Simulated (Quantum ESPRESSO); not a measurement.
The system is Al2Pt.

```xyz
3
Lattice="0.0000 2.9550 2.9550 2.9550 0.0000 2.9550 2.9550 2.9550 0.0000" Properties=species:S:1:pos:R:3 pbc="T T T"
Pt    0.0000    0.0000    0.0000
Al    4.4325    4.4325    4.4325
Al    1.4775    1.4775    1.4775
```

Base run:

* Program: Quantum ESPRESSO 7.5
* Functional: PBE
* Potentials or basis: SSSP 1.3 efficiency PBE
* Cutoff: 748 eV
* Density cutoff: 5987 eV
* k mesh: 8 × 8 × 8
* Occupations: fermi-dirac, width 0.05 eV
* Spin: no spin polarisation

Its results: band gap on the k mesh none (metal or under the smearing width); pressure 2.4 GPa.

Task: The run is repeated on the same cell with these changes: functional from PBE to PBEsol; potentials or basis from SSSP 1.3 efficiency PBE to GBRV 1.5 PBEsol; cutoff from 748 eV to 612 eV; density cutoff from 5987 eV to 4898 eV. What comes out?

Result: Band gap on the k mesh none (metal or under the smearing width); pressure -1.2 GPa.
